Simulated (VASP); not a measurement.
Runs of VASP 6.6.1 on Cu2O (Cuprite). The structure is cubic, space group Pn-3m (No. 224). The conventional cell has a = 4.231 Å, b = 4.231 Å, c = 4.231 Å, α = 90.00°, β = 90.00°, γ = 90.00°. Cu (site symmetry -3m) has 2 O at 1.83 Å as nearest neighbours. O (site symmetry -43m) is surrounded by 4 Cu at 1.83 Å. 

```csv
task,cell,gap on the mesh (eV),pressure (GPa)
relaxation of cell and atoms,relaxed,0.55,0.0
relaxation of the atoms,atoms relaxed from: a relaxed cell with its volume scaled by 1.04,0.46,-4.6
relaxation of the atoms,atoms relaxed from: a relaxed cell with its volume scaled by 0.98,0.60,2.8
relaxation of the atoms,atoms relaxed from: a relaxed cell with its volume scaled by 0.96,0.65,5.9
relaxation of the atoms,atoms relaxed,0.55,0.0
relaxation of the atoms,atoms relaxed from: a relaxed cell with its volume scaled by 0.94,(b),9.4
relaxation of the atoms,atoms relaxed from: a relaxed cell with its volume scaled by 1.02,0.51,-2.4
relaxation of the atoms,atoms relaxed from: a relaxed cell with its volume scaled by 1.06,(a),-6.6
```

Alike in all rows: level PBEsol; potentials or basis VASP PAW PBE potentials, release 64 (Cu, O); no spin polarisation; k mesh 6 × 6 × 6; cutoff (eV) 600; smearing gaussian 0.03 eV.

Task: Estimate the missing entries.

Result: (a) 0.42; (b) 0.71.

Caveats: the relaxation stopped at its first step, so nothing moved; the PAW data sets were made with another functional, which shifts forces and pressure a little.

A k mesh can miss the band edges.
